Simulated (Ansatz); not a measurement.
# InGaP2: the cost of one run

The runs shown are made with Ansatz 0.2.0. PAW datasets, plane waves. Note: simulated data, non-magnetic, for a generated structure that need not be the stable one.

**1. Starting point**

The unstrained cell was relaxed with r2SCAN; in each strained cell the atoms were relaxed again with r2SCAN. Names of k-points are those of the unstrained zone, where strain can split equivalent points. First state: -2.7 % biaxial strain in x and y, free along z.

Space group P-4m2 (No. 115), tetragonal; a = 3.895 Å, c = 5.859 Å in the conventional setting, 22.22 Å³ an atom. Ga has 4 P at 2.36 Å; P has 2 Ga at 2.36 Å and 2 In at 2.51 Å; In has 4 P at 2.51 Å.

As a file:

Space group P-4m2 (No. 115). a = 3.895 Å, b = 3.895 Å, c = 5.859 Å, α = 90.00°, β = 90.00°, γ = 90.00°
| atom | site | symmetry | x | y | z |
| --- | --- | --- | --- | --- | --- |
| Ga | 1a | -4m2 | 0.0000 | 0.0000 | 0.0000 |
| P | 2g | 2mm. | 0.0000 | 0.5000 | 0.2284 |
| In | 1c | -4m2 | 0.5000 | 0.5000 | 0.5000 |

**2. -2.7 % biaxial strain in x and y, free along z: PBE**

File input.yaml:

```yaml
crystal:
  lattice:
    - [3.8946115709, 0.0, 0.0]
    - [0.0, 3.8946115709, 0.0]
    - [0.0, 0.0, 5.8592618313]
  atoms:
    - { symbol: Ga, position: [0.0, 0.0, 0.0] }
    - { symbol: P, position: [0.0, 0.5, 0.2284380712] }
    - { symbol: In, position: [0.5, 0.5, 0.5] }
    - { symbol: P, position: [0.5, 0.0, 0.7715619288] }
kpoints:
  mp_grid: { grid: [6, 6, 4] }
  band_path:
    path:
      - [0.0, 0.0, 0.0]
      - [0.0, 0.5, 0.0]
      - [0.5, 0.5, 0.0]
      - [0.0, 0.0, 0.5]
      - [0.0, 0.5, 0.5]
      - [0.5, 0.5, 0.5]
    npoints: 1
hamiltonian:
  xc: pbe
scf:
  occupations: { method: fermi_dirac, width: 0.02 }
  n_extra_bands: 5
output:
  forces: true
  stress: true
  eigenvalues: true
```

Launch:

```sh
$ ansatz run input.yaml --threads 4 --pin off --max-ram 3686MiB --backend cpu --events-out ev --progress --plain --runs-dir out
```

**Question.** How long does this run take on 4 threads of Arm Neoverse V2, shared host, and how much memory does it need?

About 2.1 s, with a peak of 0.38 GiB.
